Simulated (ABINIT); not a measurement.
## Zn in ABINIT: convergence with cutoff

The system is Zn.

```xyz
1
Lattice="0.0000 1.9648 1.9648 1.9648 0.0000 1.9648 1.9648 1.9648 0.0000" Properties=species:S:1:pos:R:3 pbc="T T T"
Zn    0.0000    0.0000    0.0000
```

This isn't the form of Zn at room conditions, which is hcp.

| Item | Value |
| --- | --- |
| Program | ABINIT 10.8.3 (patched build) |
| Task | single point |
| Functional | PBEsol |
| Potentials or basis | JTH PAW PBE v2.0 |
| Cutoff | 245 eV |
| k mesh | 12 × 12 × 12 |
| Occupations | methfessel-paxton, width 0.05 eV |
| Spin | no spin polarisation |

These are the settings of the first run; the series varies cutoff, with any setting tied to it.

Hardware: 1 thread of Arm Neoverse V2, on a shared host.

| cutoff | energy less the tightest run (meV/atom) | SCF cycles | CPU time (s) | peak memory (GiB) |
| --- | --- | --- | --- | --- |
| 9 Ha | 5930.76 | 10 | 4.3 | 0.08 |
| 11 Ha | 631.56 | 12 | 5.4 | 0.08 |
| 13 Ha | 78.00 | 22 | 11 | 0.08 |
| 15.5 Ha | 52.14 | 24 | 13 | 0.09 |
| 18.5 Ha | 26.22 | 23 | 18 | 0.09 |
| 22 Ha | 5.83 | 14 | 13 | 0.09 |
| 25.5 Ha | 3.55 | 23 | 21 | 0.1 |
| 29.5 Ha | 2.16 | 18 | 22 | 0.1 |
| 35 Ha | 0.00 | 33 | 49 | 0.11 |

Not settled before the last step: the energy (to 1 meV/atom). The tightest run that finished is the yardstick and may itself not be fully converged.
